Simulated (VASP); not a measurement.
# TaS2 (P-3m1) in VASP: notebook

The runs below take TaS2 through band structure, with PBEsol, PBE.

Everything below comes from runs of VASP 6.6.1. Logs are shortened: lines on timing, memory, paths and dates and some standing lists are left out, and cuts for length are marked.

## 1. The structure

It takes space group P-3m1 (No. 164, trigonal). Conventional cell: a = 3.350 Å, b = 3.350 Å, c = 5.860 Å, α = 90.00°, β = 90.00°, γ = 120.00°. Ta (site symmetry -3m) has 6 S at 2.43 Å as nearest neighbours. Around S (site symmetry 3m) lie 3 Ta at 2.43 Å.

## 2. Band structure, PBEsol

POSCAR reads:

```
TaS2
1.0
    3.3500000000      0.0000000000      0.0000000000
   -1.6750000000      2.9011851027      0.0000000000
    0.0000000000      0.0000000000      5.8600000000
Ta S
1 2
Direct
    0.0000000000      0.0000000000      0.0000000000
    0.6666666667      0.3333333333      0.7500000000
    0.3333333333      0.6666666667      0.2500000000
```

INCAR.step1 reads:

```
SYSTEM = TaS2
ALGO = Fast ; EDIFF = 1E-6
ENCUT = 520 ; GGA = PS
ISIF = 2 ; ISMEAR = -1
LASPH = .TRUE. ; LCHARG = .TRUE.
LMAXMIX = 4 ; LREAL = .FALSE.
LWAVE = .FALSE. ; NELM = 80
PREC = Accurate ; SIGMA = 0.05
```

KPOINTS.step1 reads:

```
k-points
0
G
  9 9 5
  0 0 0
```

INCAR.step2 reads:

```
SYSTEM = TaS2
ALGO = Fast ; EDIFF = 1E-6
ENCUT = 520 ; GGA = PS
ICHARG = 11 ; ISIF = 2
ISMEAR = 0 ; LASPH = .TRUE.
LCHARG = .FALSE. ; LMAXMIX = 4
LREAL = .FALSE. ; LWAVE = .FALSE.
NELM = 80 ; PREC = Accurate
SIGMA = 0.05
```

KPOINTS.step2 reads:

```
path GMKGALHA,LM,KH
15
line-mode
reciprocal
 0.0000000000  0.0000000000  0.0000000000  G
 0.5000000000  0.0000000000  0.0000000000  M

 0.5000000000  0.0000000000  0.0000000000  M
 0.3333333333  0.3333333333  0.0000000000  K

 0.3333333333  0.3333333333  0.0000000000  K
 0.0000000000  0.0000000000  0.0000000000  G

 0.0000000000  0.0000000000  0.0000000000  G
 0.0000000000  0.0000000000  0.5000000000  A

 0.0000000000  0.0000000000  0.5000000000  A
 0.5000000000  0.0000000000  0.5000000000  L

 0.5000000000  0.0000000000  0.5000000000  L
 0.3333333333  0.3333333333  0.5000000000  H

 0.3333333333  0.3333333333  0.5000000000  H
 0.0000000000  0.0000000000  0.5000000000  A

 0.5000000000  0.0000000000  0.5000000000  L
 0.5000000000  0.0000000000  0.0000000000  M

 0.3333333333  0.3333333333  0.0000000000  K
 0.3333333333  0.3333333333  0.5000000000  H
```

Potentials or basis: VASP PAW PBE potentials, release 64 (Ta_pv, S).

The run is started by

```
> cat potpaw_PBE.64/Ta_pv/POTCAR potpaw_PBE.64/S/POTCAR > POTCAR
> cp INCAR.step1 INCAR
> cp KPOINTS.step1 KPOINTS
> mpirun -np 1 vasp_std > vasp.out
> cp INCAR.step2 INCAR
> cp KPOINTS.step2 KPOINTS
> mpirun -np 1 vasp_std > vasp.out
```

OUTCAR:

```text
SYSTEM = TaS2
   EDIFF = 1E-6
   ENCUT = 520
   GGA = PS
   ICHARG = 11
   ISIF = 2
   ISMEAR = 0
   LASPH = .TRUE.
   LREAL = .FALSE.
   NELM = 80
   PREC = Accurate

 ion  position               nearest neighbor table
   1  0.000  0.000  0.000-   2 2.43   3 2.43   2 2.43   3 2.43   2 2.43   3 2.43
   2  0.667  0.333  0.750-   1 2.43   1 2.43   1 2.43
   3  0.333  0.667  0.250-   1 2.43   1 2.43   1 2.43

  LATTYP: Found a hexagonal cell.
 ALAT       =     3.3500000000
 C/A-ratio  =     1.7492537313

  Lattice vectors:

 A1 = (   3.3500000000,   0.0000000000,   0.0000000000)
 A2 = (  -1.6750000000,   2.9011851027,   0.0000000000)
 A3 = (   0.0000000000,   0.0000000000,   5.8600000000)

Analysis of symmetry for initial positions (statically):
=====================================================================
 Subroutine PRICEL returns:
 Original cell was already a primitive cell.

 Routine SETGRP: Setting up the symmetry group for a
 hexagonal supercell.

 Subroutine GETGRP returns: Found 12 space group operations
 (whereof 12 operations were pure point group operations)
 out of a pool of 24 trial point group operations.

The static configuration has the point symmetry D_3d.

Analysis of symmetry for dynamics (positions and initial velocities):
=====================================================================
 Subroutine PRICEL returns:
 Original cell was already a primitive cell.

 Routine SETGRP: Setting up the symmetry group for a
 hexagonal supercell.

 Subroutine GETGRP returns: Found 12 space group operations
 (whereof 12 operations were pure point group operations)
 out of a pool of 24 trial point group operations.

The dynamic configuration has the point symmetry D_3d.

 Subroutine INISYM returns: Found 12 space group operations
 (whereof 12 operations are pure point group operations),
 and found     1 'primitive' translations

----------------------------------------------------------------------------------------

                                     Primitive cell

  volume of cell :      56.9532

  direct lattice vectors                    reciprocal lattice vectors
     3.350000000  0.000000000  0.000000000     0.298507463  0.172343364  0.000000000
    -1.675000000  2.901185103  0.000000000     0.000000000  0.344686728  0.000000000
     0.000000000  0.000000000  5.860000000     0.000000000  0.000000000  0.170648464

  length of vectors
     3.350000000  3.350000000  5.860000000     0.344686728  0.344686728  0.170648464

  position of ions in fractional coordinates (direct lattice)
     0.000000000  0.000000000  0.000000000
     0.666666667  0.333333333  0.750000000
[... 88 lines left out ...]
   EFERMI_NEDOS =   21; number of points for ismear=-14 and -15
   IALGO  =     68    algorithm
   IMIX   =      4    mixing-type and parameters
     AMIX     =   0.40;   BMIX     =  1.00
     AMIX_MAG =   1.60;   BMIX_MAG =  1.00
  volume/ion in A,a.u.               =      18.98       128.11
  Fermi-wavevector in a.u.,A,eV,Ry     =   1.210073  2.286706 19.922686  1.464276
  Thomas-Fermi vector in A             =   2.345631
   LORBIT       =      0    0 simple, 1 ext, 2 COOP (PROOUT), +10 PAW based schemes
   GGA     = PS    functional components
   LHFCALC =     F    Hartree Fock is set to
   AEXX    =    0.0000 exact exchange contribution
   IVDW    =     0    specifies the selected vdW correction
   LEPSILON=     F    determine dielectric tensor
   LRPA    =     F    only Hartree local field effects (RPA)
 non-spin polarized calculation
 RMM-DIIS sequential band-by-band and
 Gauss-broadening in eV      SIGMA  =   0.05
  energy-cutoff  :      520.00
  volume of cell :       56.95
 maximum number of plane-waves:      1569
 NGX is ok and might be reduce to    28

 number of electron      22.9999999 magnetization

 Free energy of the ion-electron system (eV)
  ---------------------------------------------------
  ext. energy  EPLUGINS =         0.00000000
  ---------------------------------------------------
  free energy    TOTEN  =       -23.67611958 eV

  energy without entropy =      -23.66805570  energy(sigma->0) =      -23.67208764

 E-fermi :   5.5530     XC(G=0): -10.6939

 val. band max:        5.5525740217   @ k =   0.0000   0.0000   0.2857
 cond. band min:       5.5559148854   @ k =   0.0000   0.0000   0.2500
 fundamental gap:      0.0033408637
 Fermi energy:         5.5529937843

 k-point     1 :       0.0000    0.0000    0.0000
  band No.  band energies     occupation
      1     -29.6383      2.00000
      2     -29.6142      2.00000
      3     -29.6142      2.00000
      4      -9.5770      2.00000
      5      -7.4634      2.00000
      6      -1.4658      2.00000
      7       1.3022      2.00000
      8       1.3022      2.00000
      9       4.2523      2.00000
     10       4.8081      2.00000
     11       4.8081      2.00000
     12       5.5706      0.61949
     13       5.5706      0.61941
     14       5.8083      0.00000
[... 401 lines left out ...]
      2     -29.7463      2.00000
      3     -29.5736      2.00000
      4      -7.6124      2.00000
      5      -7.2362      2.00000
      6      -0.9866      2.00000
      7       0.2699      2.00000
      8       1.1435      2.00000
      9       1.5958      2.00000
     10       1.6676      2.00000
     11       2.4148      2.00000
     12       6.1699      0.00000
     13       7.8272      0.00000
     14       7.9450      0.00000
     15       9.6872      0.00000

 [... further k-points ...]

------------------------ aborting loop because EDIFF is reached ----------------------------------------

  FORCE on cell =-STRESS in cart. coord.  units (eV):
  Direction    XX          YY          ZZ          XY          YZ          ZX
  --------------------------------------------------------------------------------------
  -------------------------------------------------------------------------------------
  Total        3.4621767      3.4621767      3.2927206      0.0000000      0.0000000     -0.0000000
  in kB       97.3961867     97.3961867     92.6291344      0.0000000      0.0000000     -0.0000000
  external PRESSURE =      95.8071693 kB  Pullay stress =       0.0000000 kB

 VOLUME and BASIS-vectors are now :
 -----------------------------------------------------------------------------
  energy-cutoff  :      520.00
  volume of cell :       56.95
      direct lattice vectors                 reciprocal lattice vectors
     3.350000000  0.000000000  0.000000000     0.298507463  0.172343364  0.000000000
    -1.675000000  2.901185103  0.000000000     0.000000000  0.344686728  0.000000000
     0.000000000  0.000000000  5.860000000     0.000000000  0.000000000  0.170648464

 POSITION                                       TOTAL-FORCE (eV/Angst)
 -----------------------------------------------------------------------------------
      0.00000      0.00000      0.00000         0.000000      0.000000      0.000000
      1.67500      0.96706      4.39500         0.000000     -0.000000     -0.632571
     -0.00000      1.93412      1.46500        -0.000000      0.000000      0.632571
 -----------------------------------------------------------------------------------
    total drift:                               -0.000000     -0.000000     -0.000000

  FREE ENERGIE OF THE ION-ELECTRON SYSTEM (eV)
  ---------------------------------------------------
  free  energy   TOTEN  =       -23.6761195788 eV

  energy  without entropy=      -23.6680556979  energy(sigma->0) =      -23.67208764
```

OSZICAR.step1:

```text
N       E                     dE             d eps       ncg     rms          rms(c)
DAV:   1     0.152973470982E+03    0.15297E+03   -0.11866E+04  1500   0.139E+03
DAV:   2    -0.188453809307E+02   -0.17182E+03   -0.16981E+03  1892   0.326E+02
DAV:   3    -0.258663109141E+02   -0.70209E+01   -0.69527E+01  2004   0.629E+01
DAV:   4    -0.259524268354E+02   -0.86116E-01   -0.86067E-01  1990   0.768E+00
DAV:   5    -0.259539623505E+02   -0.15355E-02   -0.15353E-02  2095   0.979E-01    0.216E+01
RMM:   6    -0.245757548797E+02    0.13782E+01   -0.37613E+00  1734   0.121E+01    0.105E+01
RMM:   7    -0.245135544790E+02    0.62200E-01   -0.13255E+00  1778   0.669E+00    0.398E+00
RMM:   8    -0.245126499676E+02    0.90451E-03   -0.18798E-01  1848   0.279E+00    0.666E-01
RMM:   9    -0.245114575540E+02    0.11924E-02   -0.44207E-02  1902   0.125E+00    0.364E-01
RMM:  10    -0.245098443750E+02    0.16132E-02   -0.10487E-02  1709   0.758E-01    0.949E-02
RMM:  11    -0.245098673547E+02   -0.22980E-04   -0.20252E-03  2016   0.305E-01    0.547E-02
RMM:  12    -0.245098924533E+02   -0.25099E-04   -0.37179E-04  1945   0.129E-01    0.262E-02
RMM:  13    -0.245098875649E+02    0.48884E-05   -0.79973E-05  1861   0.577E-02    0.116E-02
RMM:  14    -0.245098868891E+02    0.67583E-06   -0.25868E-05  1889   0.330E-02    0.311E-03
RMM:  15    -0.245098873015E+02   -0.41245E-06   -0.73865E-06  1639   0.176E-02
   1 F= -.24509887E+02 E0= -.24502342E+02  d E =-.150915E-01
```

Wall time 1.8 min (1 thread of Intel Xeon Platinum 8488C (Sapphire Rapids), shared host); peak memory 0.26 GiB.

What came out:

```
Band gap along the path : none (metal or under the smearing width)
```

Levels at the corners of the path, in eV from the Fermi level:
```csv
point,band 8,band 9,band 10,band 11,band 12,band 13,band 14,band 15
Γ,-4.24,-1.29,-0.74,-0.74,0.03,0.03,0.26,4.13
M,-4.51,-4.08,-3.45,-2.23,-0.81,2.45,3.00,4.47
M,-4.51,-4.08,-3.45,-2.23,-0.81,2.45,3.00,4.47
K,-5.51,-3.80,-3.80,-3.17,1.16,2.15,2.15,4.19
K,-5.51,-3.80,-3.80,-3.17,1.16,2.15,2.15,4.19
Γ,-4.24,-1.29,-0.74,-0.74,0.03,0.03,0.26,4.13
Γ,-4.24,-1.29,-0.74,-0.74,0.03,0.03,0.26,4.13
A,-4.21,-3.56,-0.88,-0.88,0.00,0.00,1.24,4.55
A,-4.21,-3.56,-0.88,-0.88,0.00,0.00,1.24,4.56
L,-4.38,-4.21,-2.21,-1.95,-1.26,2.45,2.99,4.39
L,-4.38,-4.21,-2.21,-1.95,-1.26,2.45,2.99,4.40
H,-5.48,-3.78,-3.53,-3.53,1.25,1.46,1.46,5.12
H,-5.48,-3.78,-3.53,-3.53,1.25,1.46,1.46,5.12
A,-4.21,-3.56,-0.88,-0.88,0.00,0.00,1.24,4.55
L,-4.38,-4.21,-2.21,-1.95,-1.26,2.45,2.99,4.38
M,-4.51,-4.08,-3.45,-2.23,-0.81,2.45,3.00,4.47
K,-5.51,-3.80,-3.80,-3.17,1.16,2.15,2.15,4.19
H,-5.48,-3.78,-3.53,-3.53,1.25,1.46,1.46,5.12
```

Caveat: the log is that of the step along the path at fixed density, whose energy, stress, charges and moments have no meaning; the PAW data sets were made with another functional, which shifts forces and pressure a little; spin-orbit coupling is left out, which moves the levels of the heavy elements; this functional lacks dispersion, which binds the layers, so the pressure and a relaxed spacing across them are unreliable.

## 3. Band structure, PBE

POSCAR is that of step 2.

INCAR.step1 reads:

```
SYSTEM = TaS2
  PREC = Accurate
  ENCUT = 520
  EDIFF = 1E-6
  ISMEAR = -1
  SIGMA = 0.05
  LREAL = .FALSE.
  LASPH = .TRUE.
  NELM = 100
  ALGO = Normal
  ISIF = 2
  LWAVE = .FALSE.
  LCHARG = .TRUE.
  LMAXMIX = 4
  GGA = PE
  NBANDS = 18
```

KPOINTS.step1 reads:

```
Automatic mesh
0
G
  9 9 5
  0 0 0
```

INCAR.step2 reads:

```
SYSTEM = TaS2
  PREC = Accurate
  ENCUT = 520
  EDIFF = 1E-6
  ISMEAR = 0
  SIGMA = 0.05
  LREAL = .FALSE.
  LASPH = .TRUE.
  NELM = 100
  ALGO = Normal
  ISIF = 2
  LWAVE = .FALSE.
  LCHARG = .FALSE.
  LMAXMIX = 4
  GGA = PE
  NBANDS = 18
  ICHARG = 11
```

KPOINTS.step2: that of step 2 with these lines changed.

```diff
@@ -1,3 +1,3 @@
 path GMKGALHA,LM,KH
-15
+10
 line-mode
```

Potentials or basis: VASP PAW PBE potentials, release 64 (Ta_pv, S).

The run is started by

```
> cat potpaw_PBE.64/Ta_pv/POTCAR potpaw_PBE.64/S/POTCAR > POTCAR
> cp INCAR.step1 INCAR
> cp KPOINTS.step1 KPOINTS
> mpirun -np 1 vasp_std > vasp.out
> cp INCAR.step2 INCAR
> cp KPOINTS.step2 KPOINTS
> mpirun -np 1 vasp_std > vasp.out
```

Wall time 84 s (1 thread of Intel Xeon Platinum 8488C (Sapphire Rapids), shared host); peak memory 0.23 GiB.

Results (log left out):

```yaml
Band_gap_along_the_path: none (metal or under the smearing width)
```

Levels at the corners of the path, in eV from the Fermi level:
| point | band 8 | band 9 | band 10 | band 11 | band 12 | band 13 | band 14 | band 15 |
| --- | --- | --- | --- | --- | --- | --- | --- | --- |
| Γ | -4.27 | -1.35 | -0.80 | -0.80 | 0.03 | 0.03 | 0.28 | 4.09 |
| M | -4.52 | -4.11 | -3.47 | -2.27 | -0.81 | 2.46 | 3.01 | 4.54 |
| M | -4.52 | -4.11 | -3.47 | -2.27 | -0.81 | 2.46 | 3.01 | 4.54 |
| K | -5.51 | -3.83 | -3.83 | -3.20 | 1.18 | 2.14 | 2.14 | 4.21 |
| K | -5.51 | -3.83 | -3.83 | -3.20 | 1.18 | 2.14 | 2.14 | 4.21 |
| Γ | -4.27 | -1.35 | -0.80 | -0.80 | 0.03 | 0.03 | 0.28 | 4.09 |
| Γ | -4.27 | -1.35 | -0.80 | -0.80 | 0.03 | 0.03 | 0.28 | 4.09 |
| A | -4.24 | -3.56 | -0.94 | -0.94 | 0.00 | 0.00 | 1.23 | 4.51 |
| A | -4.24 | -3.56 | -0.94 | -0.94 | 0.00 | 0.00 | 1.23 | 4.51 |
| L | -4.40 | -4.24 | -2.26 | -1.99 | -1.25 | 2.45 | 3.00 | 4.46 |
| L | -4.40 | -4.24 | -2.26 | -1.99 | -1.25 | 2.45 | 3.00 | 4.46 |
| H | -5.48 | -3.79 | -3.57 | -3.57 | 1.26 | 1.47 | 1.47 | 5.11 |
| H | -5.48 | -3.79 | -3.57 | -3.57 | 1.26 | 1.47 | 1.47 | 5.11 |
| A | -4.24 | -3.56 | -0.94 | -0.94 | 0.00 | 0.00 | 1.23 | 4.51 |
| L | -4.40 | -4.24 | -2.26 | -1.99 | -1.25 | 2.45 | 3.00 | 4.46 |
| M | -4.52 | -4.11 | -3.47 | -2.27 | -0.81 | 2.46 | 3.01 | 4.54 |
| K | -5.51 | -3.83 | -3.83 | -3.20 | 1.18 | 2.14 | 2.14 | 4.21 |
| H | -5.48 | -3.79 | -3.57 | -3.57 | 1.26 | 1.47 | 1.47 | 5.11 |

Caveat: the log is that of the step along the path at fixed density, whose energy, stress, charges and moments have no meaning; spin-orbit coupling is left out, which moves the levels of the heavy elements; this functional lacks dispersion, which binds the layers, so the pressure and a relaxed spacing across them are unreliable.

## 4. Band structure, PBE

POSCAR is that of step 3.

INCAR.step1 reads:

```
SYSTEM = TaS2
PREC = Accurate
ENCUT = 600
EDIFF = 1E-6
ISMEAR = -1
SIGMA = 0.05
LREAL = .False.
LASPH = .True.
NELM = 80
ALGO = Normal
ISIF = 2
LWAVE = .False.
LCHARG = .True.
LMAXMIX = 4
GGA = PE
```

KPOINTS.step1 reads:

```
regular mesh
0
Gamma
  9 9 5
  0 0 0
```

INCAR.step2 reads:

```
SYSTEM = TaS2
PREC = Accurate
ENCUT = 600
EDIFF = 1E-6
ISMEAR = 0
SIGMA = 0.05
LREAL = .False.
LASPH = .True.
NELM = 80
ALGO = Normal
ISIF = 2
LWAVE = .False.
LCHARG = .False.
LMAXMIX = 4
GGA = PE
ICHARG = 11
```

KPOINTS.step2: that of step 3 with these lines changed.

```diff
@@ -1,3 +1,3 @@
 path GMKGALHA,LM,KH
-10
+15
 line-mode
```

Potentials or basis: VASP PAW PBE potentials, release 64 (Ta_sv_GW, S_GW).

The run is started by

```
> cat potpaw_PBE.64/Ta_sv_GW/POTCAR potpaw_PBE.64/S_GW/POTCAR > POTCAR
> cp INCAR.step1 INCAR
> cp KPOINTS.step1 KPOINTS
> mpirun -np 1 vasp_std > vasp.out
> cp INCAR.step2 INCAR
> cp KPOINTS.step2 KPOINTS
> mpirun -np 1 vasp_std > vasp.out
```

Wall time 2.3 min (1 thread of Intel Xeon Platinum 8488C (Sapphire Rapids), shared host); peak memory 0.33 GiB.

Results (log left out):

- Band gap along the path: none (metal or under the smearing width)

Levels at the corners of the path, in eV from the Fermi level:
| point | band 10 | band 11 | band 12 | band 13 | band 14 | band 15 |
| --- | --- | --- | --- | --- | --- | --- |
| Γ | -1.35 | -0.80 | -0.80 | 0.03 | 0.03 | 0.28 |
| M | -4.11 | -3.46 | -2.27 | -0.80 | 2.46 | 3.00 |
| M | -4.11 | -3.46 | -2.27 | -0.80 | 2.46 | 3.00 |
| K | -3.81 | -3.81 | -3.20 | 1.17 | 2.13 | 2.13 |
| K | -3.81 | -3.81 | -3.20 | 1.17 | 2.13 | 2.13 |
| Γ | -1.35 | -0.80 | -0.80 | 0.03 | 0.03 | 0.28 |
| Γ | -1.35 | -0.80 | -0.80 | 0.03 | 0.03 | 0.28 |
| A | -3.57 | -0.94 | -0.94 | 0.00 | 0.00 | 1.24 |
| A | -3.57 | -0.94 | -0.94 | 0.00 | 0.00 | 1.24 |
| L | -4.24 | -2.25 | -2.00 | -1.24 | 2.45 | 2.99 |
| L | -4.24 | -2.25 | -2.00 | -1.24 | 2.45 | 2.99 |
| H | -3.79 | -3.55 | -3.55 | 1.25 | 1.47 | 1.47 |
| H | -3.79 | -3.55 | -3.55 | 1.25 | 1.47 | 1.47 |
| A | -3.57 | -0.94 | -0.94 | 0.00 | 0.00 | 1.24 |
| L | -4.24 | -2.25 | -2.00 | -1.24 | 2.45 | 2.99 |
| M | -4.11 | -3.46 | -2.27 | -0.80 | 2.46 | 3.00 |
| K | -3.81 | -3.81 | -3.20 | 1.17 | 2.13 | 2.13 |
| H | -3.79 | -3.55 | -3.55 | 1.25 | 1.47 | 1.47 |

Caveat: the log is that of the step along the path at fixed density, whose energy, stress, charges and moments have no meaning; spin-orbit coupling is left out, which moves the levels of the heavy elements; this functional lacks dispersion, which binds the layers, so the pressure and a relaxed spacing across them are unreliable.

## 5. For comparison

An earlier run on the cell as given: functional PBE; potentials or basis VASP PAW PBE potentials, release 64 (Ta_pv, S); cutoff 520 eV; k mesh 9 × 9 × 5; occupations fermi-dirac, width 0.05 eV; no spin polarisation.

* Pressure: 9.2 GPa
* Largest force: 1.243 eV/Å
* Band gap on the k mesh: none (metal or under the smearing width)
